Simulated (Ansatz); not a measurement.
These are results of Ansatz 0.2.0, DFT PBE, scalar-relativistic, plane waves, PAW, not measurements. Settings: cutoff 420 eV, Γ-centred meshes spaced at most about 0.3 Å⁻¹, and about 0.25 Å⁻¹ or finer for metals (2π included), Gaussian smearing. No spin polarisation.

These are static total energies at zero pressure.

Compare these two cells of Zr2Si3, each relaxed at this level.

A.

```xyz
5
Lattice="1.9879 1.1477 6.5472 -1.9879 1.1477 6.5472 0.0000 -2.2954 6.5472" Properties=species:S:1:pos:R:3 pbc="T T T"
Zr    0.0000    0.0000    8.0665
Zr    0.0000    0.0000   11.5750
Si    0.0000    0.0000    0.0000
Si    0.0000    0.0000    3.3387
Si    0.0000    0.0000   16.3029
```

B.

```xyz
5
Lattice="4.5018 0.0000 0.0000 -2.2509 3.8987 0.0000 0.0000 0.0000 5.2403" Properties=species:S:1:pos:R:3 pbc="T T T"
Zr    2.2509    1.2996    2.6201
Zr    0.0000    2.5991    0.0000
Si    0.0000    0.0000    3.9422
Si    0.0000    0.0000    1.2981
Si    2.2509    1.2996    0.0000
```

Problem. Which form is favoured at zero pressure, and by what margin per atom?

Solution. A is lower, by 212 meV/atom. A has space group R-3m (No. 166), 17.9 Å³/atom and no gap on its mesh; B has space group P-6m2 (No. 187), 18.4 Å³/atom and no gap. Counting Si atoms around Zr (those within 1.25 times the shortest such distance or 1.15 times the sum of covalent radii, 1.27 where that leaves under three; a plus sign parts nearer from farther groups; a slash parts the counts of unlike sites), A has Zr 9 and B has Zr 2+6/3+6. A holds Si–Si nets (shortest 2.30 Å); in B the shortest Si–Si distance is 2.60 Å, near bonding range too. In A, Zr has 9 Si at 2.75–2.93 Å; Si on a site of symmetry -3m is surrounded by 6 Zr at 2.75 Å; Si on a site of symmetry 3m is surrounded by 3 Si at 2.30 Å and 6 Zr at 2.85–2.93 Å. In B, Zr on its first site is surrounded by 2 Si at 2.62 Å and 6 Si at 2.92 Å; Zr on its second site has 3 Si at 2.60 Å and 6 Si at 2.91 Å; Si on a site of symmetry 3m is surrounded by 2 Si at 2.60–2.64 Å, 3 Si at 2.91 Å and 6 Zr at 2.91–2.92 Å; 1 more site not described. Both come from invented guesses. The lowest form computed isn't among them: it has space group P-3m1 (No. 164), 18.8 Å³/atom and lies 172 meV/atom below the best shown.

Cells relaxed within their symmetry can be saddle points. Some structure types and database cells were kept out of the candidates from the start, so a known form may be missing.
